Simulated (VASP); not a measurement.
These are PBE GGA with D3 dispersion (Becke-Johnson damping), VASP's PBE PAW potentials (set 64) (plane waves; VASP) values and carry that method's errors.

VASP ran on this input.

**POSCAR**
```
BaF2
1
    0.0000000000     3.1239328698     3.1239328698
    3.1239328698     0.0000000000     3.1239328698
    3.1239328698     3.1239328698     0.0000000000
Ba F
1 2
Direct
  0.0000000000   0.0000000000   0.0000000000
  0.2500000000   0.2500000000   0.2500000000
  0.7500000000   0.7500000000   0.7500000000
```

### INCAR
```
# general
SYSTEM =BaF2
PREC   =Accurate
ENCUT  =520
LREAL  =.FALSE.
LASPH  =.TRUE.
ICHARG =11

# electronic loop
EDIFF  =1E-7
NELM   =100
ALGO   =Normal
LMAXMIX=4

# smearing
ISMEAR =0
SIGMA  =0.05

# functional
GGA    =PE
IVDW   =12

# output
LWAVE  =.FALSE.
LCHARG =.FALSE.
LORBIT =11
```

KPOINTS:
```
k-points along high-symmetry lines
15
Line-mode
Reciprocal
  0.000000   0.000000   0.000000 ! GAMMA
  0.500000   0.000000   0.500000 ! X

  0.500000   0.000000   0.500000 ! X
  0.625000   0.250000   0.625000 ! U

  0.375000   0.375000   0.750000 ! K
  0.000000   0.000000   0.000000 ! GAMMA

  0.000000   0.000000   0.000000 ! GAMMA
  0.500000   0.500000   0.500000 ! L

  0.500000   0.500000   0.500000 ! L
  0.500000   0.250000   0.750000 ! W

  0.500000   0.250000   0.750000 ! W
  0.500000   0.000000   0.500000 ! X
```

POTCAR, in this order: Ba_sv F (PBE.64 set). Program: vasp_std. Read from the step before: CHGCAR.

The run wrote:

**OUTCAR**
```
 ion  position               nearest neighbor table
   1  0.000  0.000  0.000-   3 2.71   3 2.71   3 2.71   2 2.71   3 2.71   2 2.71   2 2.71   2 2.71
  LATTYP: Found a face centered cubic cell.
 ALAT       =     6.2478657396
 Subroutine PRICEL returns:
 Original cell was already a primitive cell.
 Subroutine GETGRP returns: Found 48 space group operations
The static configuration has the point symmetry O_h .
The dynamic configuration has the point symmetry O_h .
 Subroutine INISYM returns: Found 48 space group operations
   k-points           NKPTS =     90   k-points in BZ     NKDIM =     90   number of bands    NBANDS=     16
   number of dos      NEDOS =    301   number of ions     NIONS =      3
   total plane-waves  NPLWV =  46656
   dimension x,y,z NGX =    36 NGY =   36 NGZ =   36
   dimension x,y,z NGXF=    72 NGYF=   72 NGZF=   72
   ions per type =               1   2
   PREC   = accura    normal or accurate (medium, high low for compatibility)
   ISTART =      0    job   : 0-new  1-cont  2-samecut
   ICHARG =     11    charge: 1-file 2-atom 10-const
   ISPIN  =      1    spin polarized calculation?
   LNONCOLLINEAR =      F non collinear calculations
   LSORBIT =      F    spin-orbit coupling
   INIWAV =      1    electr: 0-lowe 1-rand  2-diag
   ENCUT  =  520.0 eV  38.22 Ry    6.18 a.u.   8.21  8.21  8.21*2*pi/ulx,y,z
   NELM   =    100;   NELMIN=  2; NELMDL= -5     # of ELM steps
...
```

OSZICAR:
```
       N       E                     dE             d eps       ncg     rms          rms(c)
DAV:   1     0.155364810866E+03    0.15536E+03   -0.13067E+04  2888   0.140E+03
DAV:   2    -0.102080534835E+02   -0.16557E+03   -0.16214E+03  3888   0.284E+02
DAV:   3    -0.170119306475E+02   -0.68039E+01   -0.67966E+01  3800   0.659E+01
DAV:   4    -0.171357107366E+02   -0.12378E+00   -0.12376E+00  3984   0.708E+00
DAV:   5    -0.171382772456E+02   -0.25665E-02   -0.25665E-02  3864   0.703E-01
DAV:   6    -0.171383230913E+02   -0.45846E-04   -0.45846E-04  3960   0.723E-02
DAV:   7    -0.171383244301E+02   -0.13388E-05   -0.13388E-05  3816   0.865E-03
DAV:   8    -0.171383244859E+02   -0.55839E-07   -0.55835E-07  3088   0.146E-03
   1 F= -.17530320E+02 E0= -.17530320E+02  d E =-.898420E-21
```

OUTCAR:
```
 val. band max:       -2.1588801107   @ k =   0.2143   0.2143   0.4286

 cond. band min:       4.4990393223   @ k =   0.0000   0.0000   0.0000



 k-point     1 :       0.0000    0.0000    0.0000
  band No.  band energies     occupation
      1     -25.3253      2.00000
      2     -21.0598      2.00000
      3     -21.0391      2.00000
      4     -10.1926      2.00000
      5     -10.1926      2.00000
      6     -10.1926      2.00000
      7      -3.5881      2.00000
      8      -3.5881      2.00000
      9      -3.5881      2.00000
     10      -2.2287      2.00000
     11      -2.2287      2.00000
     12      -2.2287      2.00000
     13       4.4990      0.00000
     14       6.9305      0.00000
     15       6.9305      0.00000
     16       9.0402      0.00000

 k-point     2 :       0.0357    0.0000    0.0357
  band No.  band energies     occupation
      1     -25.3224      2.00000
      2     -21.0612      2.00000
      3     -21.0430      2.00000
      4     -10.1974      2.00000
      5     -10.1974      2.00000
      6     -10.1910      2.00000
      7      -3.5791      2.00000
      8      -3.5791      2.00000
      9      -3.5739      2.00000
     10      -2.2505      2.00000
     11      -2.2269      2.00000
     12      -2.2269      2.00000
     13       4.5389      0.00000
     14       6.9145      0.00000
     15       6.9439      0.00000
     16       9.0277      0.00000

 k-point     3 :       0.0714    0.0000    0.0714
  band No.  band energies     occupation
      1     -25.3138      2.00000
      2     -21.0656      2.00000
      3     -21.0544      2.00000
      4     -10.2115      2.00000
      5     -10.2115      2.00000
      6     -10.1864      2.00000
      7      -3.5524      2.00000
      8      -3.5524      2.00000
      9      -3.5317      2.00000
     10      -2.3137      2.00000
     11      -2.2218      2.00000
     12      -2.2218      2.00000
     13       4.6561      0.00000
     14       6.8677      0.00000
...
```

The density is held fixed in this step, so its total energy and stress have no physical meaning. Unless said otherwise, spin-orbit coupling is left out, though it shifts the bands of the heavy elements here.

The compound is BaF2 in the fluorite structure. It was relaxed first.
